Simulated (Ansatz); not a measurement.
**MgB2: frozen-core PAW against all-electron methods**

```yaml
crystal:
  lattice:
    - [3.08500, 0.00000, 0.00000]
    - [-1.54250, 2.67169, 0.00000]
    - [0.00000, 0.00000, 3.41731]
  atoms:
    - { symbol: Mg, position: [0.00000, 0.00000, 0.00000] }
    - { symbol: B, position: [0.33333, 0.66667, 0.50000] }
    - { symbol: B, position: [0.66667, 0.33333, 0.50000] }
```

Atom numbers follow the list: Mg1, B2, B3.

The cell is COD entry 1000026, as deposited and not checked against the literature; nothing was relaxed. The listed cell was then made from it by scaling, straining or moving an atom.

Methods: DFT, PBE, PAW with Ansatz's default frozen-core files, scalar-relativistic (Ansatz 0.2.0); DFT, PBE, all-electron PAW with datasets made for the crystal, scalar-relativistic (Ansatz 0.2.0); DFT, PBE, all-electron LAPW, scalar-relativistic (Ansatz 0.2.0).

For PAW: a Γ-centred 12×12×9 k mesh, Fermi–Dirac smearing of 0.05 eV, cutoff 420 eV, no spin polarisation. The crystal-made all-electron datasets (AE datasets) take a cutoff of 320 eV at this cell. LAPW targets a basis error of 0.5 meV/atom. The Ansatz runs share mesh, smearing and spin set-up. Plane-wave (PAW) pressures include the program's estimate of the Pulay term.

Stress and pressure are positive in compression.

In a metal, gradients converge slowly with the k mesh: the values move by tens of per cent from one mesh to another, at times in sign, so only the comparison on one mesh counts.

```json
{"quantity": "pressure (GPa)", "PAW": "?", "AE datasets": "2.39", "LAPW": "2.39"}
{"quantity": "stress xx (GPa)", "PAW": "?", "AE datasets": "-0.45", "LAPW": "-0.45"}
{"quantity": "stress zz (GPa)", "PAW": "8.09", "AE datasets": "8.07", "LAPW": "8.07"}
{"quantity": "field gradient Vzz at B2 (10²¹ V/m²)", "PAW": "1.63", "AE datasets": "1.66", "LAPW": "–"}
```

**Question.** Give the missing entry: row "pressure (GPa)", column "PAW".

**Answer.** 2.44.

**Question.** Fill in "PAW" for the row "stress xx (GPa)".

**Answer.** -0.38.
